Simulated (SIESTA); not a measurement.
## NbAs in SIESTA: the effect of strain zz

The system is NbAs.

```
Nb As
1.0
    -1.72585    1.72585    5.60640
     1.72585   -1.72585    5.60640
     1.72585    1.72585   -5.60640
Nb As
2 2
Cartesian
  0.0000 1.7259 0.0000
  0.0000 0.0000 8.4096
  0.0000 1.7259 4.6645
  0.0000 0.0000 1.8613
```

The cell isn't the ideal one: cell strained along z.

Alike in all runs:

```yaml
Program: SIESTA 5.4.2
Task: band structure
Functional: PBE
Potentials_or_basis: PseudoDojo 0.4 standard (PBE files)
Basis: DZP (energy shift 0.003 Ry; two zetas on semicore shells)
Grid_cutoff: 800 Ry
Energy_shift: 0.003 Ry
k_mesh: 8 × 8 × 8
Occupations: fermi-dirac, width 0.05 eV
Spin: no spin polarisation
```

```csv
strain zz,pressure (GPa),largest force (eV/Å)
-0.04,?,?
-0.02,9.9,0.55
-0.01,8.0,0.44
0,6.1,0.34
0.01,4.5,0.26
0.02,2.9,0.19
0.04,0.0,0.04
```

**Question.** What does the run with strain zz -0.04 give?

**Answer.** Pressure 14.0 GPa; largest force 0.77 eV/Å.

Worked out: A parabola through the other rows of the pressure, of slope -218 GPa per unit of strain zz there, extrapolates to 14.0 GPa, against the run's 14.0. A parabola through the other rows of the largest force, of slope -12.2 eV/Å per unit of strain zz there, extrapolates to 0.77 eV/Å, against the run's 0.77.

Caveats: the basis of atomic orbitals isn't converged, which shifts pressures, moduli and gaps.
